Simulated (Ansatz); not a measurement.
Au: enthalpy against pressure

Au, Im-3m, a = 3.242 Å. This isn't the element's structure at ambient conditions. Ansatz: PBEsol, PAW, 420 eV, Γ-centred 18×18×18 mesh on 1 atom, Gaussian smearing 0.10 eV; no spin polarisation. Cell and atoms are relaxed at each pressure, and no other structure is tried, so the rows at high pressure may lie past a change of phase. y is the enthalpy over the state at zero pressure; there V0 = 17.040 Å³/atom. The pressures are the targets, met within 0.04 GPa.

```
P (GPa) y (eV/atom)
   -1.0      -0.1067
    0.0       0.0000
    1.0       0.1061
    4.0       0.4208
   12.0            ?
   25.0       2.5109
   50.0       4.8194
   90.0       8.2467
```

Q: Fit y = c1 P + c2 P² + c3 P³ to the other rows, say what c1 and c2 mean, and predict the missing value.

A: Least squares on the rows shown. y = 0.10546 P − 0.00021644 P² + 6.9801×10⁻⁷ P³. Since dH/dP = V, c1 is V0: 0.10546 eV/GPa × 160.2 = 16.895 Å³ against 17.040; c2 = −V0/(2B0) gives B0 = 244 GPa, where a Birch–Murnaghan fit to the volumes of the same runs (not shown) gives 176 GPa: a cubic over this range folds the higher terms into c2. At P = 12.0 the fit asked for gives 1.2356 eV/atom. The run gave 1.2380 eV/atom, so the fit is 0.0024 eV/atom too low, within twice the rms miss on the fitted rows (0.0012 eV/atom).

The mesh isn't the same in all rows (18×18×18, 20×20×20). Spin–orbit coupling is left out, which can shift energies with elements as heavy as these.